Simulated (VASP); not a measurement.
# S (R-3m) in VASP: further runs

The runs below take S through relaxation of cell and atoms, with PBEsol.

Program: VASP 6.6.1. These are calculated values, not measurements. Logs are shortened: lines on timing, memory, paths and dates and some standing lists are left out, and cuts for length are marked.

**1. The structure**

The structure is trigonal, space group R-3m (No. 166). The conventional cell has a = 3.277 Å, b = 3.277 Å, c = 2.584 Å, α = 90.00°, β = 90.00°, γ = 120.00°. S (site symmetry -3m) has 6 S at 2.08 Å as nearest neighbours.

This isn't the form of S at room conditions, which is orthorhombic, of S8 rings.

**2. Relaxation of cell and atoms, PBEsol, target pressure 160 GPa, at which the enthalpy is minimised**

The input, INCAR:

```
PREC = Accurate ; ENCUT = 600
EDIFF = 1E-6 ; ISMEAR = 1
SIGMA = 0.1 ; LREAL = False
LASPH = True ; NELM = 80
ALGO = Normal ; ISIF = 3
LWAVE = False ; LCHARG = False
GGA = PS ; IBRION = 2
NSW = 90 ; EDIFFG = -0.01
PSTRESS = 1600.0
```

The input, KPOINTS:

```
regular mesh
0
Gamma
  19 19 19
```

The input, POSCAR:

```
S
1.0
    1.6385000000      0.9459884161      0.8613333333
   -1.6385000000      0.9459884161      0.8613333333
    0.0000000000     -1.8919768321      0.8613333333
S
1
Direct
    0.0000000000      0.0000000000      0.0000000000
```

Potentials or basis: VASP PAW PBE potentials, release 64 (S).

Run with:

```sh
> cat potpaw_PBE.64/S/POTCAR > POTCAR
> mpirun -np 1 vasp_std > vasp.out
```

OUTCAR:

```text
PREC = Accurate
   ENCUT = 600
   EDIFF = 1E-6
   ISMEAR = 1
   LREAL = False
   LASPH = True
   NELM = 80
   ISIF = 3
   GGA = PS
   IBRION = 2
   NSW = 90
   EDIFFG = -0.01
   PSTRESS = 1600.0

 ion  position               nearest neighbor table
   1  0.000  0.000  0.000-

  LATTYP: Found a trigonal (rhomboedric) cell.
 ALAT       =     2.0788149135
 COS(alpha) =    -0.2424852435

  Lattice vectors:

 A1 = (   1.6385000000,   0.9459884161,   0.8613333333)
 A2 = (  -1.6385000000,   0.9459884161,   0.8613333333)
 A3 = (   0.0000000000,  -1.8919768321,   0.8613333333)

Analysis of symmetry for initial positions (statically):
=====================================================================
 Subroutine PRICEL returns:
 Original cell was already a primitive cell.

 Routine SETGRP: Setting up the symmetry group for a
 trigonal (rhombohedral) supercell.

 Subroutine GETGRP returns: Found 12 space group operations
 (whereof 12 operations were pure point group operations)
 out of a pool of 12 trial point group operations.

The static configuration has the point symmetry D_3d.

Analysis of symmetry for dynamics (positions and initial velocities):
=====================================================================
 Subroutine PRICEL returns:
 Original cell was already a primitive cell.

 Routine SETGRP: Setting up the symmetry group for a
 trigonal (rhombohedral) supercell.

 Subroutine GETGRP returns: Found 12 space group operations
 (whereof 12 operations were pure point group operations)
 out of a pool of 12 trial point group operations.

The dynamic configuration has the point symmetry D_3d.

 Subroutine INISYM returns: Found 12 space group operations
 (whereof 12 operations are pure point group operations),
 and found     1 'primitive' translations

----------------------------------------------------------------------------------------

                                     Primitive cell

  volume of cell :       8.0104

  direct lattice vectors                    reciprocal lattice vectors
     1.638500000  0.945988416  0.861333333     0.305157156  0.176182566  0.386996904
    -1.638500000  0.945988416  0.861333333    -0.305157156  0.176182566  0.386996904
     0.000000000 -1.891976832  0.861333333     0.000000000 -0.352365132  0.386996904

  length of vectors
     2.078814913  2.078814913  2.078814913     0.523381114  0.523381114  0.523381114

  position of ions in fractional coordinates (direct lattice)
     0.000000000  0.000000000  0.000000000

  ion indices of the primitive-cell ions
   primitive index   ion index
                 1           1

----------------------------------------------------------------------------------------

 KPOINTS: regular mesh

Automatic generation of k-mesh.
 Grid dimensions read from file:
 generate k-points for:   19   19   19

 Generating k-lattice:

  Cartesian coordinates                     Fractional coordinates (reciprocal lattice)
     0.016060903  0.009272767  0.020368258     0.052631579 -0.000000000  0.000000000
    -0.016060903  0.009272767  0.020368258    -0.000000000  0.052631579  0.000000000
     0.000000000 -0.018545533  0.020368258     0.000000000  0.000000000  0.052631579

  Length of vectors
     0.027546374  0.027546374  0.027546374

  Shift w.r.t. Gamma in fractional coordinates (k-lattice)
     0.000000000  0.000000000  0.000000000

 Subroutine IBZKPT returns following result:
 ===========================================

 Found    670 irreducible k-points:

 Following reciprocal coordinates:
            Coordinates               Weight
  0.000000  0.000000  0.000000      1.000000
  0.052632  0.000000  0.000000      6.000000
  0.105263  0.000000  0.000000      6.000000
  0.157895  0.000000  0.000000      6.000000
  0.210526  0.000000 -0.000000      6.000000
  0.263158  0.000000  0.000000      6.000000
[... 16 lines left out ...]
 -0.315789  0.052632  0.000000     12.000000
 -0.263158  0.052632  0.000000     12.000000
 [... further k-points ...]
   k-points           NKPTS =    670   k-points in BZ     NKDIM =    670   number of bands    NBANDS=      7
   number of dos      NEDOS =    301   number of ions     NIONS =      1
   total plane-waves  NPLWV =   5832
   dimension x,y,z NGX =    18 NGY =   18 NGZ =   18
   dimension x,y,z NGXF=    36 NGYF=   36 NGZF=   36
   ions per type =               1
   NGX,Y,Z   is equivalent  to a cutoff of  14.39, 14.39, 14.39 a.u.
   NGXF,Y,Z  is equivalent  to a cutoff of  28.79, 28.79, 28.79 a.u.
 SYSTEM =  unknown system
   PREC   = accura    normal or accurate (medium, high low for compatibility)
   ISTART =      0    job   : 0-new  1-cont  2-samecut
   ICHARG =      2    charge: 1-file 2-atom 10-const
   ISPIN  =      1    spin polarized calculation?
   LNONCOLLINEAR =      F non collinear calculations
   LSORBIT =      F    spin-orbit coupling
   LASPH  =      T    aspherical Exc in radial PAW
   ENCUT  =  600.0 eV  44.10 Ry    6.64 a.u.   4.15  4.15  4.15*2*pi/ulx,y,z
   NELM   =     80;   NELMIN=  2; NELMDL= -5     # of ELM steps
   EDIFF  = 0.1E-05   stopping-criterion for ELM
   LREAL  =      F    real-space projection
   EDIFFG = -.1E-01   stopping-criterion for IOM
   NSW    =     90    number of steps for IOM
   IBRION =      2    ionic relax: 0-MD 1-quasi-New 2-CG
   NFREE  =      1    steps in history (QN), initial steepest desc. (CG)
   ISIF   =      3    stress and relaxation
   ISYM   =      2    0-nonsym 1-usesym 2-fastsym
   POTIM  = 0.5000    time-step for ionic-motion
   TEBEG  =    0.0;   TEEND  =   0.0 temperature during run
   PSTRESS= 1600.0 pullay stress
   NELECT =       6.0000    total number of electrons
   NUPDOWN=      -1.0000    fix difference up-down
   EMIN   =  10.00;   EMAX   =-10.00  energy-range for DOS
   EFERMI =   0.00;   METHOD = LEGACY
   ISMEAR =     1;   SIGMA  =   0.10  broadening in eV -4-tet -1-fermi 0-gaus
   EFERMI_NEDOS =   21; number of points for ismear=-14 and -15
   IALGO  =     38    algorithm
   IMIX   =      4    mixing-type and parameters
     AMIX     =   0.40;   BMIX     =  1.00
     AMIX_MAG =   1.60;   BMIX_MAG =  1.00
  volume/ion in A,a.u.               =       8.01        54.06
  Fermi-wavevector in a.u.,A,eV,Ry     =   1.486758  2.809565 30.074995  2.210450
  Thomas-Fermi vector in A             =   2.600004
   LORBIT       =      0    0 simple, 1 ext, 2 COOP (PROOUT), +10 PAW based schemes
   GGA     = PS    functional components
   LHFCALC =     F    Hartree Fock is set to
   AEXX    =    0.0000 exact exchange contribution
   IVDW    =     0    specifies the selected vdW correction
   LEPSILON=     F    determine dielectric tensor
   LRPA    =     F    only Hartree local field effects (RPA)
 conjugate gradient relaxation of ions
 non-spin polarized calculation
 Methfessel and Paxton  Order N= 1 SIGMA  =   0.10
  energy-cutoff  :      600.00
  volume of cell :        8.01
 maximum number of plane-waves:       280
 NGX is ok and might be reduce to    18
   NGX =  9   NGY =  9   NGZ =  9

--------------------------------------- Ionic step        1  -------------------------------------------

 number of electron       5.9999998 magnetization

 Free energy of the ion-electron system (eV)
  ---------------------------------------------------
  ext. energy  EPLUGINS =         0.00000000
  ---------------------------------------------------
  free energy    TOTEN  =        -0.97815949 eV

  energy without entropy =       -0.97822519  energy(sigma->0) =       -0.97818139

------------------------ aborting loop because EDIFF is reached ----------------------------------------

  FORCE on cell =-STRESS in cart. coord.  units (eV):
  Direction    XX          YY          ZZ          XY          YZ          ZX
  --------------------------------------------------------------------------------------
  -------------------------------------------------------------------------------------
  Total       10.4824195     10.4824195     10.0647227      0.0000000      0.0000000      0.0000000
  in kB     2096.6085416   2096.6085416   2013.0642166      0.0000000      0.0000001      0.0000000
  external PRESSURE =     468.7604333 kB  Pullay stress =    1600.0000000 kB
[... 90 lines left out ...]
  FREE ENERGIE OF THE ION-ELECTRON SYSTEM (eV)
  ---------------------------------------------------
  free  energy   TOTEN  =        -1.7679704021 eV

  energy  without entropy=       -1.7678503776  energy(sigma->0) =       -1.76793039

  enthalpy is  TOTEN    =         6.9327362246 eV   P V=        8.7007066268

[... ionic steps 4 to 7 ...]

--------------------------------------- Ionic step        8  -------------------------------------------

 number of electron       6.0000001 magnetization

------------------------ aborting loop because EDIFF is reached ----------------------------------------

  FORCE on cell =-STRESS in cart. coord.  units (eV):
  Direction    XX          YY          ZZ          XY          YZ          ZX
  --------------------------------------------------------------------------------------
  -------------------------------------------------------------------------------------
  Total        8.6396037      8.6396037      8.6491830      0.0000000      0.0000000     -0.0000000
  in kB     1601.5420041   1601.5420041   1603.3177397      0.0000000      0.0000002     -0.0000000
  external PRESSURE =       2.1339160 kB  Pullay stress =    1600.0000000 kB
[... 59 lines left out ...]
  enthalpy is  TOTEN    =         6.9319358507 eV   P V=        8.6403613169

--------------------------------------- Ionic step       10  -------------------------------------------

 number of electron       6.0000001 magnetization

 Free energy of the ion-electron system (eV)
  ---------------------------------------------------
  ext. energy  EPLUGINS =         0.00000000
  ---------------------------------------------------
  free energy    TOTEN  =        -1.70263948 eV

  energy without entropy =       -1.70254542  energy(sigma->0) =       -1.70260812

 E-fermi :  19.1702     XC(G=0): -14.2091

 val. band max:       19.1675668017   @ k =  -0.3158   0.3158   0.2632
 cond. band min:      19.1748521551   @ k =  -0.2105   0.1579   0.1053
 fundamental gap:      0.0072853535
 Fermi energy:        19.1702288649

 k-point     1 :       0.0000    0.0000    0.0000
  band No.  band energies     occupation
      1      -6.4376      2.00000
      2      23.5630      0.00000
      3      26.7685      0.00000
      4      26.7685      0.00000
      5      27.5718      0.00000
      6      27.5718      0.00000
      7      34.9640      0.00000
[... 221 lines left out ...]
 k-point    24 :      -0.2632    0.0526    0.0000
  band No.  band energies     occupation
      1      -4.1622      2.00000
      2      13.6300      2.00000
      3      23.7630      0.00000
      4      26.4597      0.00000
      5      27.6460      0.00000
      6      31.9036      0.00000
      7      36.4530      0.00000

 [... further k-points ...]

------------------------ aborting loop because EDIFF is reached ----------------------------------------

  FORCE on cell =-STRESS in cart. coord.  units (eV):
  Direction    XX          YY          ZZ          XY          YZ          ZX
  --------------------------------------------------------------------------------------
  -------------------------------------------------------------------------------------
  Total        8.6280980      8.6280980      8.6369425      0.0000000      0.0000000      0.0000000
  in kB     1598.8012765   1598.8012765   1600.4401689      0.0000000      0.0000002      0.0000000
  external PRESSURE =      -0.6524260 kB  Pullay stress =    1600.0000000 kB
[... 16 lines left out ...]
  FREE ENERGIE OF THE ION-ELECTRON SYSTEM (eV)
  ---------------------------------------------------
  free  energy   TOTEN  =        -1.7026394795 eV

  energy  without entropy=       -1.7025454158  energy(sigma->0) =       -1.70260812

  enthalpy is  TOTEN    =         6.9319275796 eV   P V=        8.6345670592

 reached required accuracy - stopping structural energy minimisation
```

Run time: 2 min. Hardware: 1 thread of Intel Xeon Platinum 8259CL at 2.50GHz (Skylake/Cascade Lake), shared host; peak memory 0.15 GiB.

Results:

```
Free energy                                            : -1.7026 eV
Relaxed volume                                         : 8.65 Å³/atom
Relaxed cell                                           : a = 2.134 Å, b = 2.134 Å, c = 2.134 Å, α = 104.17°, β = 104.17°, γ = 104.17°
Space group after relaxing (to 0.05 Å)                 : R-3m (No. 166)
Energy change on relaxing (the enthalpy is what falls) : -724.5 meV/atom
Ionic steps                                            : 10
Pressure after relaxing                                : 159.9 GPa
Band gap on the k mesh                                 : none (metal or under the smearing width)
```

Step by step:
```tsv
step	energy change (eV)	largest force (eV/Å)	pressure (GPa)	volume (Å³)
1	0.0000	0.0000	206.88	8.01
2	-2.2194	0.0000	55.85	11.05
3	-0.7898	0.0000	156.18	8.71
4	-0.7321	0.0000	159.53	8.65
5	-0.7189	0.0000	160.31	8.64
6	-0.7185	0.0000	160.27	8.64
7	-0.7182	0.0000	160.27	8.64
8	-0.7212	0.0000	160.21	8.64
9	-0.7303	0.0000	159.59	8.65
10	-0.7245	0.0000	159.93	8.65
```

Final structure:
```yaml
crystal:
  lattice:
    - [1.68377, 0.97212, 0.88039]
    - [-1.68377, 0.97212, 0.88039]
    - [0.00000, -1.94425, 0.88039]
  atoms:
    - { symbol: S, position: [0.00000, 0.00000, 0.00000] }
```

Levels at points of the mesh, in eV from the Fermi level:
| k point | band 1 | band 2 | band 3 | band 4 | band 5 | band 6 | band 7 |
| --- | --- | --- | --- | --- | --- | --- | --- |
| (0.00, 0.00, 0.00) | -25.61 | 4.39 | 7.60 | 7.60 | 8.40 | 8.40 | 15.79 |

Caveat: the cell is relaxed towards a set pressure, so the enthalpy falls and the energy may rise; the PAW data sets were made with another functional, which shifts forces and pressure a little. Zero-point motion and thermal expansion aren't in these numbers.

**3. Relaxation of cell and atoms, PBEsol, target pressure 160 GPa, at which the enthalpy is minimised**

This run uses another cell than the first one, of 8.65 Å³/atom, 1.079 times its volume.

The input, INCAR:

```
PREC = Accurate ; ENCUT = 600
EDIFF = 1E-7 ; ISMEAR = 1
SIGMA = 0.1 ; LREAL = False
LASPH = True ; NELM = 80
ALGO = Normal ; ISIF = 3
LWAVE = False ; LCHARG = False
GGA = PS ; IBRION = 2
NSW = 90 ; EDIFFG = -0.005
PSTRESS = 1600.0
```

KPOINTS is that of step 2.

The input, POSCAR:

```
S                                       
1.0
    1.6837692079      0.9721246055      0.8803906415
   -1.6837692079      0.9721246055      0.8803906415
    0.0000000000     -1.9442492108      0.8803906413
  S             
     1
Direct
     0.0000000000000000    0.0000000000000000    0.0000000000000000
```

Potentials or basis: VASP PAW PBE potentials, release 64 (S).

Run with:

```sh
> cat potpaw_PBE.64/S/POTCAR > POTCAR
> mpirun -np 1 vasp_std > vasp.out
```

It took 66 s on 1 thread of Intel Xeon Platinum 8259CL at 2.50GHz (Skylake/Cascade Lake), shared host; peak memory 0.15 GiB.

Results (log left out):

- Free energy: -1.7034 eV
- Energy change on relaxing (the enthalpy is what falls): -0.3 meV/atom
- Ionic steps: 4
- Pressure after relaxing: 160.0 GPa
- Band gap on the k mesh: none (metal or under the smearing width)

The path:
| step | energy change (eV) | largest force (eV/Å) | pressure (GPa) | volume (Å³) |
| --- | --- | --- | --- | --- |
| 1 | 0.0000 | 0.0000 | 159.95 | 8.65 |
| 2 | 0.0034 | 0.0000 | 160.17 | 8.64 |
| 3 | 0.0015 | 0.0000 | 160.05 | 8.64 |
| 4 | -0.0003 | 0.0000 | 159.96 | 8.65 |

Final structure:
```xyz
1
Lattice="1.6835 0.9720 0.8807 -1.6835 0.9720 0.8807 0.0000 -1.9439 0.8807" Properties=species:S:1:pos:R:3 pbc="T T T"
S     0.0000    1.9439    1.7614
```

Levels at points of the mesh, in eV from the Fermi level:
| k point | band 1 | band 2 | band 3 | band 4 | band 5 | band 6 |
| --- | --- | --- | --- | --- | --- | --- |
| (0.00, 0.00, 0.00) | -25.61 | 4.39 | 7.59 | 7.59 | 8.39 | 8.39 |

Caveat: the cell is relaxed towards a set pressure, so the enthalpy falls and the energy may rise; the PAW data sets were made with another functional, which shifts forces and pressure a little.
